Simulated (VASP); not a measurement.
MnO:

```xyz
2
Lattice="0.0000 2.2239 2.2239 2.2239 0.0000 2.2239 2.2239 2.2239 0.0000" Properties=species:S:1:pos:R:3 pbc="T T T"
Mn    0.0000    0.0000    0.0000
O     2.2239    2.2239    2.2239
```

The cell is a database's computed one.

Program: VASP 6.6.1. Alike in all runs: task single point; spin collinear, ferromagnetic start; cell as given; k mesh 10 × 10 × 10; cutoff (eV) 520.

**Question.** Order these runs on this cell by their pressure, lowest first.
A. level PBEsol; potentials or basis VASP PAW PBE potentials, release 64 (Mn_pv, O); smearing fermi-dirac 0.05 eV; ladder free
B. level LDA; potentials or basis VASP PAW LDA potentials, release 64 (Mn_pv, O); smearing gaussian 0.05 eV
C. level PBE; potentials or basis VASP PAW PBE potentials, release 64 (Mn_pv, O); smearing fermi-dirac 0.05 eV

**Answer.** B (-17.8 GPa), A (-6.9 GPa), C (0.2 GPa).

Caveats: a cell with one magnetic atom can't hold antiferromagnetic order, which such compounds often take; the PAW data sets were made with another functional, which shifts forces and pressure a little (some runs); so large a pressure means that the cell lies far from this level's equilibrium, or that cutoff or potentials fall short (some runs).

Not every run made on this cell is shown here.
